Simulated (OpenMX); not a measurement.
ZnSe (Stilleite):

```
Se Zn
1.0
     0.00000    2.83380    2.83380
     2.83380    0.00000    2.83380
     2.83380    2.83380    0.00000
Se Zn
1 1
Direct
  0.75000 0.75000 0.75000
  0.00000 0.00000 0.00000
```

```yaml
Program: OpenMX 3.8.5
Task: single point
Functional: PBE
Potentials_or_basis: OpenMX 2013 PBE set, Se7.0-s3p2d2, Zn6.0H-s3p2d2, grid cutoff 500 Ry
k_mesh: 9 × 9 × 9
Occupations: fermi-dirac, width 0.05 eV
Spin: no spin polarisation
```

On this cell: pressure 4.8 GPa; largest force zero by symmetry; band gap on the k mesh 1.61 eV, direct.

The same run follows on a disturbed copy (atoms moved at random, drawn with an rms of 0.05 Å):

```
Se Zn
1.0
     0.00000    2.83380    2.83380
     2.83380    0.00000    2.83380
     2.83380    2.83380    0.00000
Se Zn
1 1
Direct
  0.74923 0.75242 0.74879
  0.99080 0.99135 0.00787
```

Q: What does the disturbed cell give?

A: The energy moves by +5.2 meV/atom; pressure 4.9 GPa; largest force 0.369 eV/Å; band gap on the k mesh 1.54 eV, direct.

Forces in eV/Å, atoms in the order of the input:
```
Se  -0.043 -0.004 -0.366
Zn   0.039  0.001  0.351
```

Caveats: the basis of atomic orbitals isn't converged, which shifts pressures, moduli and gaps.

